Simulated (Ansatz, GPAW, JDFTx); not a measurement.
# CuAu: programs and potentials compared

```
CELL_PARAMETERS angstrom
1.44306 0.83315 4.25617
-1.44306 0.83315 4.25617
0.00000 -1.66630 4.25617
ATOMIC_POSITIONS crystal
Au 0.00000 0.00000 0.00000
Cu 0.50000 0.50000 0.50000
```

The cell comes from a database or a generator and needn't be the stable form of this composition.

Alike in all runs: task single point; functional PBEsol; k mesh 11 × 11 × 11; occupations fermi-dirac, width 0.05 eV; no spin polarisation; no spin-orbit coupling. Pressure is positive in compression and, in plane waves, holds the error of the finite cutoff, which Ansatz's Pulay term estimates and takes out.

| program and potentials | plane-wave cutoff (eV) | notes | pressure (GPa) |
| --- | --- | --- | --- |
| Ansatz, Ansatz PAW | 420 | potentials made for PBE, which Ansatz adapts in part; 19 valence electrons an atom on average; Pulay term of +0.07 GPa included | -8.10 |
| GPAW, PAW data sets generated for this functional | 600 | 11 valence electrons an atom on average; this data set often lies off other programs | -6.04 |
| JDFTx, PseudoDojo-SR-PBEsol-0.4.1-standard with smoothed tails | 1252 | 19 valence electrons an atom on average | -8.41 |
| Ansatz, all-electron LAPW, scalar-relativistic | - | - | -8.10 |

The pressure spans -8.41 (JDFTx, PseudoDojo-SR-PBEsol-0.4.1-standard with smoothed tails) to -6.04 GPa (GPAW, PAW data sets generated for this functional), with all-electron results at -8.10. The pressure on the cell as given of GPAW, PAW data sets generated for this functional lies far from the others; the cause wasn't traced.

The functional is the same throughout but for its coding, so the spread measures potentials, basis and numerics; runs on potential files found faulty are left out.
